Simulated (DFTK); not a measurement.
Wanted: the native input for a DFTK 0.8.2 run.

```
Task                         : equation of state
Functional                   : PBEsol
Potentials or basis          : dojo.nc.sr.pbesol.v0_4_1.standard.upf (PBEsol)
Cutoff                       : 1088 eV
k mesh                       : 7 × 7 × 7
Occupations                  : fermi-dirac, width 0.05 eV
Spin                         : no spin polarisation
Valence electrons            : Pb 14, Te 16
Volume scales                : [0.94, 0.96, 0.98, 1.0, 1.02, 1.04, 1.06]
SCF tolerance on the density : 1e-06
```

TePb:

```xyz
2
Lattice="0.0000 3.2310 3.2310 3.2310 0.0000 3.2310 3.2310 3.2310 0.0000" Properties=species:S:1:pos:R:3 pbc="T T T"
Pb    0.0000    0.0000    0.0000
Te    3.2310    3.2310    3.2310
```

These files were run (other wordings do the same):

run.jl

```julia
using DFTK
using PseudoPotentialData
using Unitful, UnitfulAtomic
using LinearAlgebra, Printf
include("save.jl")
disable_threading()

# lattice vectors are the columns
lattice = austrip(1u"Å") * [           0.0          3.231          3.231;
                    3.231            0.0          3.231;
                    3.231          3.231            0.0]
symbols   = [:Pb, :Te]
positions = [[0.0, 0.0, 0.0],
             [0.5, 0.5, 0.5]]
pseudopotentials = PseudoFamily("dojo.nc.sr.pbesol.v0_4_1.standard.upf")
elements = Dict(s => ElementPsp(s, pseudopotentials) for s in unique(symbols))
atoms    = [elements[s] for s in symbols]

build_model(lattice, positions; symmetries=true) =
    model_DFT(lattice, atoms, positions;
              functionals=PBEsol(),
              temperature=austrip(0.05u"eV"),
              smearing=Smearing.FermiDirac(),
              symmetries)
Ecut  = 40.0  # hartree
kgrid = [7, 7, 7]
tol   = 1e-6
to_GPa = ustrip(uconvert(u"GPa", 1u"hartree/bohr^3"))

results["points"] = []
for scale in [0.94, 0.96, 0.98, 1.0, 1.02, 1.04, 1.06]
    println("\n=== scale = ", scale)
    model = build_model(cbrt(scale) * lattice, positions)
    basis = PlaneWaveBasis(model; Ecut, kgrid)
    t0 = time()
    scfres = self_consistent_field(basis;
                                   tol,
                                   nbandsalg=AdaptiveBands(model; n_bands_converge=20))
    seconds = time() - t0
    @printf "SCF: %d iterations, %.1f s\n" scfres.n_iter seconds
    forces = compute_forces_cart(scfres)
    stress = compute_stresses_cart(scfres)
    @printf "V = %.5f Å^3  F = %.8f Ha  max force = %.5f eV/Å  p = %.4f GPa\n" ustrip(auconvert(u"Å^3", model.unit_cell_volume)) scfres.energies.total ustrip(auconvert(u"eV/Å", maximum(norm, forces))) (-tr(stress) / 3 * to_GPa)
    push!(results["points"], save_scf!(scfres; forces, stress, d=Dict{String,Any}("seconds" => seconds, "n_matvec" => get(scfres, :n_matvec, 0))))
end

# third-order Birch-Murnaghan fit in x = V^(-2/3)
V = [0.94, 0.96, 0.98, 1.0, 1.02, 1.04, 1.06] * abs(det(lattice))
E = [p["total"] for p in results["points"]]
x = V .^ (-2 / 3)
c = [x .^ 0 x x .^ 2 x .^ 3] \ E
Δ = c[3]^2 - 3c[2] * c[4]
if Δ > 0
    x0 = (-c[3] + sqrt(Δ)) / 3c[4]
    B0 = 4 / 9 * x0^(7 / 2) * (2c[3] + 6c[4] * x0)
    @printf "V0 = %.4f Å^3  B0 = %.2f GPa\n" ustrip(auconvert(u"Å^3", x0^(-3 / 2))) B0 * to_GPa
end
```

Potentials or basis: dojo.nc.sr.pbesol.v0_4_1.standard.upf (PBEsol).

Run with:

```sh
$ julia --threads=1 run.jl  # save.jl only writes the numbers to a file and isn't shown; printed stress counts tension as positive; times include loading and compiling
```

It gave:

| Quantity | Value |
| --- | --- |
| Equilibrium volume | 33.45 Å³/atom |
| Bulk modulus | 45 GPa |
| Pressure derivative of the bulk modulus | 4.5 |

Wall time 14 min on 1 thread of Intel(R) Xeon(R) 6975P-C (Granite Rapids), on a shared host, peak memory 2.1 GiB.
